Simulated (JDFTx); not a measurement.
Wanted: the native input for a JDFTx 1.7.0 (patched build) run.

| Quantity | Value |
| --- | --- |
| Task | single point |
| Functional | PBE |
| Potentials or basis | PseudoDojo-SR-PBE-0.5-standard |
| Cutoff | 1116 eV |
| Density cutoff | 4463 eV |
| k mesh | 10 × 10 × 10 |
| Occupations | fermi-dirac, width 0.05 eV |
| Spin | no spin polarisation |
| Bands | 9 |
| Density cutoff over wavefunction cutoff | 4 |
| Max SCF steps | 100 |
| SCF threshold on the energy | 1e-08 Ha |
| Solver of the electrons | scf |
| Further solve for the empty bands | yes |

SiC (Moissanite 3C):

```
CELL_PARAMETERS angstrom
0.00000 2.17900 2.17900
2.17900 0.00000 2.17900
2.17900 2.17900 0.00000
ATOMIC_POSITIONS crystal
Si 0.00000 0.00000 0.00000
C 0.75000 0.75000 0.75000
```

One way to write it, as run:

SiC.in

```
lattice \
    0.0000000000     4.1177132256     4.1177132256 \
    4.1177132256     0.0000000000     4.1177132256 \
    4.1177132256     4.1177132256     0.0000000000
coords-type Lattice
ion Si     0.0000000000     0.0000000000     0.0000000000 1
ion C      0.7500000000     0.7500000000     0.7500000000 1

ion-species pseudo/Si.upf
ion-species pseudo/C.upf
elec-cutoff 41
elec-ex-corr gga-PBE
kpoint-folding 10 10 10
elec-smearing Fermi 0.0018374661
elec-n-bands 9
electronic-SCF nIterations 100 energyDiffThreshold 1e-08
electronic-minimize nIterations 30 energyDiffThreshold 1e-7
converge-empty-states yes
forces-output-coords Cartesian

dump-name run.$VAR
dump End Ecomponents EigStats BandEigs Kpoints Forces Stress
```

Potentials or basis: PseudoDojo-SR-PBE-0.5-standard.

Run with:

```bash
$ jdftx -c 1 -i SiC.in -o SiC.out
```

Results of the run:

```json
{
  "Pressure": "3.2 GPa",
  "Band gap on the k mesh": "1.36 eV, indirect (least direct gap 4.55 eV)",
  "Loewdin charges": "Si +1.08; C -1.01 e"
}
```

Caveat: the empty levels aren't tightly converged.

It took 56 s on 1 thread of Arm Neoverse N1, on a shared host, peak memory 0.08 GiB.
